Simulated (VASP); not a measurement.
Crystal: ZnCu.

```
Zn Cu
1.0
     2.94500    0.00000    0.00000
     0.00000    2.94500    0.00000
     0.00000    0.00000    2.94500
Zn Cu
1 1
Direct
  0.50000 0.50000 0.50000
  0.00000 0.00000 0.00000
```

Base run:

- Program: VASP 6.6.1
- Functional: RPBE
- Potentials or basis: VASP PAW PBE potentials, release 64 (Zn, Cu)
- Cutoff: 520 eV
- k mesh: 9 × 9 × 9
- Occupations: gaussian, width 0.02 eV
- Spin: no spin polarisation

Its results: band gap on the k mesh none (metal or under the smearing width); pressure 7.3 GPa.

Problem. The run is repeated on the same cell with these changes: functional from RPBE to PBE; occupations from gaussian, width 0.02 eV to gaussian, width 0.1 eV. What comes out?

Solution. Band gap on the k mesh none (metal or under the smearing width); pressure 3.1 GPa.

Caveats: the PAW data sets were made with another functional, which shifts forces and pressure a little (some runs).
